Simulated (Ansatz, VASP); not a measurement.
This is a calculation of WC for Ansatz 0.2.0.

File input.yaml:

```yaml
crystal:
  lattice:
    - [0.0, 2.2356887219, 2.2356887219]
    - [2.2356887219, 0.0, 2.2356887219]
    - [2.2356887219, 2.2356887219, 0.0]
  atoms:
    - { symbol: W, position: [0.0, 0.0, 0.0] }
    - { symbol: C, position: [0.5, 0.5, 0.5] }
hamiltonian:
  xc: r2scan
  pseudopotentials: { kind: paw }
kpoints:
  mp_grid: { grid: [10, 10, 10] }
scf:
  occupations: { method: fermi_dirac, width: 0.05 }
output:
  forces: true
  stress: true
  eigenvalues: true
```

Potentials or basis: Ansatz PAW.

The run is started by

```bash
$ ansatz run input.yaml --threads 1 --pin off --max-ram 3584MiB --backend cpu --events-out ev --progress --plain --runs-dir out
```

Problem. Translate it to VASP 6.6.1. Potentials there: VASP PAW PBE potentials, release 64 (W_sv, C).

Solution. As run (the cutoff follows the program's own potentials):

The input POSCAR:

```
WC
1.0
    0.0000000000      2.2356887219      2.2356887219
    2.2356887219      0.0000000000      2.2356887219
    2.2356887219      2.2356887219      0.0000000000
W C
1 1
Direct
    0.0000000000      0.0000000000      0.0000000000
    0.5000000000      0.5000000000      0.5000000000
```

File INCAR.step1:

```
SYSTEM = WC
PREC = Accurate
ENCUT = 520
ISMEAR = -1
SIGMA = 0.05
LREAL = .FALSE.
LASPH = .TRUE.
NELM = 100
NBANDS = 16
GGA = PE
ALGO = Normal
EDIFF = 1E-4
LWAVE = .TRUE.
LCHARG = .FALSE.
```

Contents of INCAR.step2:

```
SYSTEM = WC
PREC = Accurate
ENCUT = 520
EDIFF = 1E-6
ISMEAR = -1
SIGMA = 0.05
LREAL = .FALSE.
LASPH = .TRUE.
NELM = 100
ALGO = Normal
ISIF = 2
LWAVE = .FALSE.
LCHARG = .FALSE.
METAGGA = R2SCAN
LMIXTAU = .TRUE.
NBANDS = 16
ISTART = 1
```

Contents of KPOINTS:

```
regular mesh
0
G
  10 10 10
  0 0 0
```

Potentials or basis: VASP PAW PBE potentials, release 64 (W_sv, C).

Launch:

```sh
$ cat potpaw_PBE.64/W_sv/POTCAR potpaw_PBE.64/C/POTCAR > POTCAR
$ cp INCAR.step1 INCAR
$ mpirun -np 1 vasp_std > vasp.out
$ cp INCAR.step2 INCAR
$ mpirun -np 1 vasp_std > vasp.out
```

Both were run:

|  | VASP | Ansatz | Ansatz less VASP |
| --- | --- | --- | --- |
| gap on the k mesh at the Fermi level (eV) | none | none | - |
| pressure (GPa) | -22.5 | -23.8 | -1.28 |

A gap of «none» marks a metal or a gap that the smearing closes. The functional is the same, so the differences come from potentials, cutoffs and numerics.

Caveats: so large a pressure means that the cell lies far from this level's equilibrium, or that cutoff or potentials fall short (VASP); the potentials were made for another functional, which shifts forces and pressure (VASP); the PAW data sets come from PBE, with cores solved anew for the run's functional, which leaves a small shift of forces and pressure (Ansatz). Spin-orbit coupling is left out, which matters for the levels of W.
